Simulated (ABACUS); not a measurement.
# HgSe (F-43m) in ABACUS: equation of state

Aim: energy against volume of HgSe in PBEsol, for its equilibrium volume and stiffness.

Program: ABACUS 3.10.1. These are calculated values, not measurements. Logs are shortened: lines on timing, memory, paths and dates and some standing lists are left out, and cuts for length are marked.

**The experiment to reproduce.**

From “The pseudo-binary mercury chalcogenide alloy HgSe0.7S0.3 at high pressure: a mechanism of the zinc blende/cinnabar reconstructive phase transition”, 2002, arxiv:cond-mat/0209548, for a bulk crystal of HgSe: bulk modulus 51.6 ± 0.2 GPa.

How close the calculation comes is told below.

## Step 1: The crystal as given

Symmetry: F-43m, No. 216, cubic system. Conventional cell: a = 6.078 Å, b = 6.078 Å, c = 6.078 Å, α = 90.00°, β = 90.00°, γ = 90.00°. Hg (site symmetry -43m) has 4 Se at 2.63 Å as nearest neighbours. Se (site symmetry -43m) has 4 Hg at 2.63 Å as nearest neighbours.

## Step 2: Equation of state, PBEsol, 26.38 Å³/atom (volume scaled by 0.94)

Input file INPUT:

```
INPUT_PARAMETERS
suffix              HgSe
calculation         scf
basis_type          pw
pseudo_dir          ./
symmetry            1
dft_functional      pbesol
ecutwfc             87
pseudo_rcut         7
nspin               1
nbands              22
ks_solver           dav
smearing_method     fd
smearing_sigma      0.00367493
scf_thr             1e-08
scf_nmax            100
mixing_type         broyden
mixing_beta         0.7
cal_force           1
cal_stress          1
kpar                4
```

Input file STRU:

```
ATOMIC_SPECIES
Hg 200.5920 Hg.upf
Se 78.9710 Se.upf

LATTICE_CONSTANT
1.8897261246

LATTICE_VECTORS
0.0000000000 2.9769621844 2.9769621844
2.9769621844 0.0000000000 2.9769621844
2.9769621844 2.9769621844 0.0000000000

ATOMIC_POSITIONS
Direct

Hg
0.0
1
0.0000000000 0.0000000000 0.0000000000 1 1 1

Se
0.0
1
0.7500000000 0.7500000000 0.7500000000 1 1 1
```

Input file KPT:

```
K_POINTS
0
Gamma
8 8 8 0 0 0
```

Potentials or basis: PseudoDojo NC SR 0.4.1 PBEsol standard, plane waves.

On the command line:

```sh
$ OMP_NUM_THREADS=1 mpirun -np 4 abacus > log
```

running log:

```text
ABACUS v3.10.1

               Atomic-orbital Based Ab-initio Computation at UStc

 ------------------------------------------------------------------------------------

 READING GENERAL INFORMATION
                           global_out_dir = OUT.HgSe/
                           global_in_card = INPUT
                               pseudo_dir = ./
                              orbital_dir =
                                    DSIZE = 4
                                    GSIZE = 1

 READING UNITCELL INFORMATION
                                    ntype = 2
                  lattice constant (Bohr) = 1.88973
              lattice constant (Angstrom) = 1

 READING ATOM TYPE 1
                               atom label = Hg
                      L=0, number of zeta = 1
                      L=1, number of zeta = 1
                      L=2, number of zeta = 1
             number of atom for this type = 1

 READING ATOM TYPE 2
                               atom label = Se
                      L=0, number of zeta = 1
                      L=1, number of zeta = 1
                      L=2, number of zeta = 1
             number of atom for this type = 1

                        TOTAL ATOM NUMBER = 2
DIRECT COORDINATES
    atom                   x                   y                   z     mag                  vx                  vy                  vz
taud_Hg1            0.0000000000        0.0000000000        0.0000000000  0.0000        0.0000000000        0.0000000000        0.0000000000
taud_Se1            0.7500000000        0.7500000000        0.7500000000  0.0000        0.0000000000        0.0000000000        0.0000000000

                          Volume (Bohr^3) = 356.079
                             Volume (A^3) = 52.7654

 Lattice vectors: (Cartesian coordinate: in unit of a_0)
                   +0            +2.97696            +2.97696
             +2.97696                  +0            +2.97696
             +2.97696            +2.97696                  +0
 Reciprocal vectors: (Cartesian coordinate: in unit of 2 pi/a_0)
            -0.167956           +0.167956           +0.167956
            +0.167956           -0.167956           +0.167956
            +0.167956           +0.167956           -0.167956
 The esolver type has been set to : ksdft_pw

                PAO radial cut off (Bohr) = 7

 Read in pseudopotential file is Hg.upf
                     pseudopotential type = NC
          exchange-correlation functional = PBESOL
                 nonlocal core correction = 1
                        valence electrons = 20
                                     lmax = 3
                           number of zeta = 4
                     number of projectors = 7
                           L of projector = 0
                           L of projector = 0
                           L of projector = 1
                           L of projector = 1
                           L of projector = 2
                           L of projector = 2
                           L of projector = 3
                PAO radial cut off (Bohr) = 7

 Read in pseudopotential file is Se.upf
                     pseudopotential type = NC
          exchange-correlation functional = PBESOL
                 nonlocal core correction = 1
                        valence electrons = 16
                                     lmax = 2
                           number of zeta = 3
                     number of projectors = 6
                           L of projector = 0
                           L of projector = 0
                           L of projector = 1
                           L of projector = 1
                           L of projector = 2
                           L of projector = 2
     initial pseudo atomic orbital number = 19

 SETUP THE ELECTRONS NUMBER
            electron number of element Hg = 20
      total electron number of element Hg = 20
            electron number of element Se = 16
      total electron number of element Se = 16
            AUTOSET number of electrons:  = 36
                           occupied bands = 18
                                   NBANDS = 22
                                   NLOCAL = 18

%%%%%%%%%%%%%%%%%%%%%%%%%%%%%%%%%%%%%%%%%%%%%%%%%%%%%%%%%%%%%%%%%%%%%%%%%%%%%%%%%%%%%%%%%%%%%%%%%%%%%%%%%%
 Warning: the number of valence electrons in pseudopotential > 12 for Hg: [Xe] 4f14 5d10 6s2
 Warning: the number of valence electrons in pseudopotential > 6 for Se: [Ar] 3d10 4s2 4p4
 Pseudopotentials with additional electrons can yield (more) accurate outcomes, but may be less efficient.
 If you're confident that your chosen pseudopotential is appropriate, you can safely ignore this warning.
%%%%%%%%%%%%%%%%%%%%%%%%%%%%%%%%%%%%%%%%%%%%%%%%%%%%%%%%%%%%%%%%%%%%%%%%%%%%%%%%%%%%%%%%%%%%%%%%%%%%%%%%%%

 SETUP THE PLANE WAVE BASIS
 energy cutoff for charge/potential (unit:Ry) = 348
            fft grid for charge/potential = [ 48, 48, 48 ]
                        fft grid division = [ 1, 1, 1 ]
        big fft grid for charge/potential = [ 48, 48, 48 ]
[... 71 lines left out ...]
                                   nkstot = 512
                       right hand lattice = 1
(for reciprocal lattice: )
                             BRAVAIS TYPE = 2
                     BRAVAIS LATTICE NAME = 02. Cubic I (body-centered)
                                    ibrav = 2
                       right hand lattice = 1
(for k-lattice: )
                             BRAVAIS TYPE = 2
                     BRAVAIS LATTICE NAME = 02. Cubic I (body-centered)
                                    ibrav = 2
                       right hand lattice = 1
                        ROTATION MATRICES = 48
                               nkstot_ibz = 29
K-POINTS REDUCTION ACCORDING TO SYMMETRY
     IBZ    DIRECT_X    DIRECT_Y    DIRECT_Z  WEIGHT  ibz2bz
       1  0.00000000  0.00000000  0.00000000  0.0020       0
       2  0.12500000  0.12500000  0.12500000  0.0156       1
       3  0.25000000  0.25000000  0.25000000  0.0156       2
       4  0.37500000  0.37500000  0.37500000  0.0156       3
       5  0.50000000  0.50000000  0.50000000  0.0078       4
       6  0.12500000  0.12500000  0.00000000  0.0117       9
[... 21 lines left out ...]
      28 -0.12500000  0.50000000  0.37500000  0.0234     101
      29  0.50000000  0.25000000 -0.25000000  0.0117     166

                               nkstot now = 29
[... K-POINTS DIRECT COORDINATES: 29 rows ...]

           k-point number in this process = 8
       minimum distributed K point number = 7
[... stars of the k points ...]

[... K-POINTS CARTESIAN COORDINATES: 8 rows ...]

[... K-POINTS DIRECT COORDINATES: 8 rows ...]

 SETUP PLANE WAVES FOR WAVE FUNCTIONS
     energy cutoff for wavefunc (unit:Ry) = 87
              fft grid for wave functions = [ 48, 48, 48 ]
                    number of plane waves = 5769
                         number of sticks = 421

 PARALLEL PW FOR WAVE FUNCTIONS
     PROC   COLUMNS(POT)             PW
        1            421           5769
 --------------- sum -------------------
        1            421           5769

 SETUP NONLOCAL PSEUDOPOTENTIALS IN PLANE WAVE BASIS
 Hg non-local projectors:
 projector 1 L=0
 projector 2 L=0
 projector 3 L=1
 projector 4 L=1
 projector 5 L=2
 projector 6 L=2
 projector 7 L=3
 Se non-local projectors:
 projector 1 L=0
 projector 2 L=0
 projector 3 L=1
 projector 4 L=1
 projector 5 L=2
 projector 6 L=2
      TOTAL NUMBER OF NONLOCAL PROJECTORS = 43

 Init Non-Local PseudoPotential table :
 Init Non-Local-Pseudopotential done.

                                     npwx = 4910

 Make real space PAO into reciprocal space.
       max mesh points in Pseudopotential = 701
     dq(describe PAO in reciprocal space) = 0.01
                                    max q = 1124

 number of pseudo atomic orbitals for Hg is 4
WARNING: norm of atomic wavefunction # 3 of atomic type Hg is 0.999987, renormalized
WARNING: norm of atomic wavefunction # 4 of atomic type Hg is 0.998956, renormalized

 number of pseudo atomic orbitals for Se is 3
WARNING: norm of atomic wavefunction # 2 of atomic type Se is 0.999994, renormalized
WARNING: norm of atomic wavefunction # 3 of atomic type Se is 0.999458, renormalized

 -------------------------------------------
 SELF-CONSISTENT
 -------------------------------------------
                                 init_chg = atomic

 PW ALGORITHM --------------- ION=   1  ELEC=   1--------------------------------

 Notice: Threshold on eigenvalues was too large.
 hsover_error=0.36 > DRHO=0.0671064
 Origin diag ethr = 0.01
 New diag ethr = 0.000186407

 Density error is 0.0690551371696
                          Error Threshold = 0.000186406692878
----------------------------------------------------------
     Energy           Rydberg                 eV
----------------------------------------------------------
 E_KohnSham     -575.3242972532      -7827.6886404890
 E_Harris       -576.9297454588      -7849.5318839298
 E_Fermi        0.7351634033         10.0024112455
----------------------------------------------------------
[... 63 lines left out ...]
 Density error is 1.60574683626e-09
                          Error Threshold = 5.34742674471e-11
----------------------------------------------------------
     Energy           Rydberg                 eV
----------------------------------------------------------
 E_KohnSham     -575.3478681661      -7828.0093392118
 E_KS(sigma->0) -575.3478481286      -7828.0090665878
 E_Harris       -575.3475986692      -7828.0056725183
 E_band         -61.6181886322       -838.3584658365
 E_one_elec     -331.8491075103      -4515.0387383550
 E_Hartree      172.3248120596       2344.5993507903
 E_xc           -102.8896681139      -1399.8857516773
 E_Ewald        -312.9338645266      -4257.6836547217
 E_entropy(-TS) -0.0000400750        -0.0005452481
 E_descf        0.0000000000         0.0000000000
 E_exx          0.0000000000         0.0000000000
 E_Fermi        0.7452579534         10.1397546465
----------------------------------------------------------

 charge density convergence is achieved
 final etot is -7828.0093392 eV
 EFERMI = 10.139754647 eV

 STATE ENERGY(eV) AND OCCUPATIONS    NSPIN == 1
 1/8 kpoint (Cartesian) = 0.0000 0.0000 0.0000 (4909 pws)
       1       -104.903     0.00390625
       2       -53.1947     0.00390625
       3       -53.1947     0.00390625
       4       -53.1947     0.00390625
       5       -37.7251     0.00390625
       6       -37.7251     0.00390625
[... 134 lines left out ...]
      21        15.9976    3.08667e-53
      22        15.9976    3.08667e-53

[... levels at 2 further k points ...]

------------------------------------------------------------------------------------------
 TOTAL-FORCE (eV/Angstrom)
------------------------------------------------------------------------------------------
                       Hg1         0.0000000000         0.0000000000         0.0000000000
                       Se1         0.0000000000         0.0000000000         0.0000000000
------------------------------------------------------------------------------------------

----------------------------------------------------------------
 TOTAL-STRESS (KBAR)
----------------------------------------------------------------
        56.5707751405         0.0000000000         0.0000000000
         0.0000000000        56.5707751405        -0.0000000000
         0.0000000000        -0.0000000000        56.5707751405
----------------------------------------------------------------
 TOTAL-PRESSURE: 56.570775 KBAR

 --------------------------------------------
 !FINAL_ETOT_IS -7828.0093392118315023 eV
 --------------------------------------------
```

Run time: 5.8 s. Hardware: 4 MPI ranks of AMD EPYC 9R45 (Zen 5), shared host; peak memory 0.48 GiB.

Results:

| Quantity | Value |
| --- | --- |
| Free energy | -7828.0093 eV |
| Pressure | 5.7 GPa |
| Band gap on the k mesh | none (metal or under the smearing width) |

## Step 3: Equation of state, PBEsol, 26.94 Å³/atom (volume scaled by 0.96)

INPUT is that of step 2.

Changes to STRU since step 2:

```diff
@@ -8,5 +8,5 @@
 LATTICE_VECTORS
-0.0000000000 2.9769621844 2.9769621844
-2.9769621844 0.0000000000 2.9769621844
-2.9769621844 2.9769621844 0.0000000000
+0.0000000000 2.9979273976 2.9979273976
+2.9979273976 0.0000000000 2.9979273976
+2.9979273976 2.9979273976 0.0000000000
```

KPT is that of step 2.

Potentials or basis: PseudoDojo NC SR 0.4.1 PBEsol standard, plane waves.

On the command line:

```sh
$ OMP_NUM_THREADS=1 mpirun -np 4 abacus > log
```

It took 5.7 s on 4 MPI ranks of AMD EPYC 9R45 (Zen 5), shared host; peak memory 0.48 GiB.

The run converged. Its results:

```yaml
Free_energy: -7828.0434 eV
Pressure: 4.1 GPa
Band_gap_on_the_k_mesh: none (metal or under the smearing width)
```

## Step 4: Equation of state, PBEsol, 27.51 Å³/atom (volume scaled by 0.98)

INPUT is that of step 3.

Changes to STRU since step 3:

```diff
@@ -8,5 +8,5 @@
 LATTICE_VECTORS
-0.0000000000 2.9979273976 2.9979273976
-2.9979273976 0.0000000000 2.9979273976
-2.9979273976 2.9979273976 0.0000000000
+0.0000000000 3.0186034123 3.0186034123
+3.0186034123 0.0000000000 3.0186034123
+3.0186034123 3.0186034123 0.0000000000
```

KPT is that of step 3.

On the command line:

```sh
$ OMP_NUM_THREADS=1 mpirun -np 4 abacus > log
```

It took 5.8 s on 4 MPI ranks of AMD EPYC 9R45 (Zen 5), shared host; peak memory 0.48 GiB.

The run converged. Its results:

- Free energy: -7828.0670 eV
- Pressure: 2.7 GPa
- Band gap on the k mesh: none (metal or under the smearing width)

## Step 5: Equation of state, PBEsol, 28.07 Å³/atom

INPUT is that of step 4.

Changes to STRU since step 4:

```diff
@@ -8,5 +8,5 @@
 LATTICE_VECTORS
-0.0000000000 3.0186034123 3.0186034123
-3.0186034123 0.0000000000 3.0186034123
-3.0186034123 3.0186034123 0.0000000000
+0.0000000000 3.0390000000 3.0390000000
+3.0390000000 0.0000000000 3.0390000000
+3.0390000000 3.0390000000 0.0000000000
```

KPT is that of step 4.

On the command line:

```sh
$ OMP_NUM_THREADS=1 mpirun -np 4 abacus > log
```

It took 6.4 s on 4 MPI ranks of AMD EPYC 9R45 (Zen 5), shared host; peak memory 0.52 GiB.

Results (log left out):

| Quantity | Value |
| --- | --- |
| Free energy | -7828.0813 eV |
| Pressure | 1.4 GPa |
| Band gap on the k mesh | none (metal or under the smearing width) |

## Step 6: Equation of state, PBEsol, 28.63 Å³/atom (volume scaled by 1.02)

INPUT is that of step 5.

Changes to STRU since step 5:

```diff
@@ -8,5 +8,5 @@
 LATTICE_VECTORS
-0.0000000000 3.0390000000 3.0390000000
-3.0390000000 0.0000000000 3.0390000000
-3.0390000000 3.0390000000 0.0000000000
+0.0000000000 3.0591264144 3.0591264144
+3.0591264144 0.0000000000 3.0591264144
+3.0591264144 3.0591264144 0.0000000000
```

KPT is that of step 5.

Potentials or basis: PseudoDojo NC SR 0.4.1 PBEsol standard, plane waves.

On the command line:

```sh
$ OMP_NUM_THREADS=1 mpirun -np 4 abacus > log
```

Wall time 6.5 s (4 MPI ranks of AMD EPYC 9R45 (Zen 5), shared host); peak memory 0.52 GiB.

The run converged. Its results:

```yaml
Free_energy: -7828.0874 eV
Pressure: 0.3 GPa
Band_gap_on_the_k_mesh: none (metal or under the smearing width)
```

## Step 7: Equation of state, PBEsol, 29.19 Å³/atom (volume scaled by 1.04)

INPUT is that of step 6.

Changes to STRU since step 6:

```diff
@@ -8,5 +8,5 @@
 LATTICE_VECTORS
-0.0000000000 3.0591264144 3.0591264144
-3.0591264144 0.0000000000 3.0591264144
-3.0591264144 3.0591264144 0.0000000000
+0.0000000000 3.0789914282 3.0789914282
+3.0789914282 0.0000000000 3.0789914282
+3.0789914282 3.0789914282 0.0000000000
```

KPT is that of step 6.

On the command line:

```sh
$ OMP_NUM_THREADS=1 mpirun -np 4 abacus > log
```

It took 6.7 s on 4 MPI ranks of AMD EPYC 9R45 (Zen 5), shared host; peak memory 0.52 GiB.

Results (log left out):

- Free energy: -7828.0861 eV
- Pressure: -0.7 GPa
- Band gap on the k mesh: none (metal or under the smearing width)

## Step 8: Equation of state, PBEsol, 29.75 Å³/atom (volume scaled by 1.06)

INPUT is that of step 7.

Changes to STRU since step 7:

```diff
@@ -8,5 +8,5 @@
 LATTICE_VECTORS
-0.0000000000 3.0789914282 3.0789914282
-3.0789914282 0.0000000000 3.0789914282
-3.0789914282 3.0789914282 0.0000000000
+0.0000000000 3.0986033673 3.0986033673
+3.0986033673 0.0000000000 3.0986033673
+3.0986033673 3.0986033673 0.0000000000
```

KPT is that of step 7.

On the command line:

```sh
$ OMP_NUM_THREADS=1 mpirun -np 4 abacus > log
```

Wall time 7 s (4 MPI ranks of AMD EPYC 9R45 (Zen 5), shared host); peak memory 0.52 GiB.

The run converged. Its results:

* Free energy: -7828.0783 eV
* Pressure: -1.6 GPa
* Band gap on the k mesh: none (metal or under the smearing width)

## Step 9: Equation of state, PBEsol

Potentials or basis: PseudoDojo NC SR 0.4.1 PBEsol standard, plane waves.

No new run: the results of the series are fitted here.

Results:

```yaml
Equilibrium_volume: 28.80 Å³/atom
Bulk_modulus: 52 GPa
Pressure_derivative_of_the_bulk_modulus: 5.0
```

Energy against volume, from the lowest point:
```tsv
volume (Å³/atom)	energy (meV/atom)
26.383	39.01
26.944	21.99
27.505	10.19
28.067	3.03
28.628	0.00
29.189	0.64
29.751	4.54
```

The run has no spin-orbit coupling, so splittings on Hg are missing.

## Step 10: How close it comes

Step 9. Measured bulk modulus of HgSe: 51.6 GPa (quoted in “The pseudo-binary mercury chalcogenide alloy HgSe0.7S0.3 at high pressure: a mechanism of the zinc blende/cinnabar reconstructive phase transition”, 2002, arxiv:cond-mat/0209548). This calculation gives 52 GPa (+0.3 %). The fit is for a static lattice scaled at fixed shape and fixed fractional positions.
